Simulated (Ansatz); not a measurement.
Runs of Ansatz 0.2.0 on CsPbBr3. Symmetry: Pm-3m, No. 221, cubic system. Conventional cell: a = 5.870 Å, b = 5.870 Å, c = 5.870 Å, α = 90.00°, β = 90.00°, γ = 90.00°. Pb (site symmetry m-3m) has 6 Br at 2.94 Å as nearest neighbours. Cs (site symmetry m-3m) is surrounded by 12 Br at 4.15 Å. Br (site symmetry 4/mmm) is surrounded by 2 Pb at 2.94 Å. Measurements of this composition are mostly on another form, of space group No. 62.

| task | level | spin | cell | points for each segment of the path | gap on the mesh (eV) | pressure (GPa) | relaxed volume (Å³/atom) |
| --- | --- | --- | --- | --- | --- | --- | --- |
| relaxation of cell and atoms | PBEsol+D3(BJ) | off | relaxed | - | 1.27 | 0.0 | 39.13 |
| relaxation of cell and atoms | PBEsol+D4 | off | relaxed | - | 1.35 | 0.0 | (b) |
| band structure | PBEsol | SOC, no magnetisation | as given | 14 | (a) | 0.0 | - |
| relaxation of cell and atoms | PBEsol | off | relaxed | - | (c) | 0.0 | 40.69 |
| band structure | PBEsol | off | as given | 14 | 1.42 | 0.1 | - |

Alike in all rows: potentials or basis Ansatz PAW; k mesh 4 × 4 × 4; cutoff (eV) 420; smearing fermi-dirac 0.05 eV.

Question: Fill in the values left out.

Answer: (a) 0.21; (b) 39.84; (c) 1.44.

Caveats: the PAW data sets come from PBE, with cores solved anew for the run's functional, which leaves a small shift of forces and pressure; spin-orbit coupling is left out, which as a rule narrows the gap of such compounds by several tenths of an eV (some runs); the plane-wave basis is chosen anew once the cell has moved, so the energies of steps on either side of that aren't comparable (some runs).

A k mesh can miss the band edges, and rows without SOC leave out spin-orbit coupling on Br, Cs, Pb.
